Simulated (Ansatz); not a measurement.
Crystal: Ru.

```
Ru
1.0
     2.70580    0.00000    0.00000
    -1.35290    2.34329    0.00000
     0.00000    0.00000    4.28190
Ru
2
Direct
  0.66667 0.33333 0.75000
  0.33333 0.66667 0.25000
```

```yaml
Program: Ansatz 0.2.0
Task: relaxation of cell and atoms
Functional: PBEsol
Potentials_or_basis: all-electron LAPW, scalar-relativistic
Basis_error_allowed: 0.001 eV/atom
k_mesh: 11 × 11 × 6
Occupations: fermi-dirac, width 0.05 eV
Spin: no spin polarisation
```

At the start: volume 13.57 Å³/atom.

Question: How do energy, volume and symmetry change on relaxing?

Answer: Over 4 steps the energy falls by 5.0 meV/atom and the volume is 13.32 Å³/atom (-1.9 %); space group P6_3/mmc (No. 194, to 0.05 Å).

The path:
```csv
step,energy change (eV),largest force (eV/Å),volume (Å³)
1,0.0000,0.0000,27.15
2,-0.0100,0.0000,26.66
3,-0.0100,0.0000,26.64
4,-0.0100,0.0000,26.64
```

Final structure:
```
Ru
1.0
     2.68935    0.00000    0.00000
    -1.34468    2.32905    0.00000
     0.00000    0.00000    4.25391
Ru
2
Direct
  0.66667 0.33333 0.75000
  0.33333 0.66667 0.25000
```
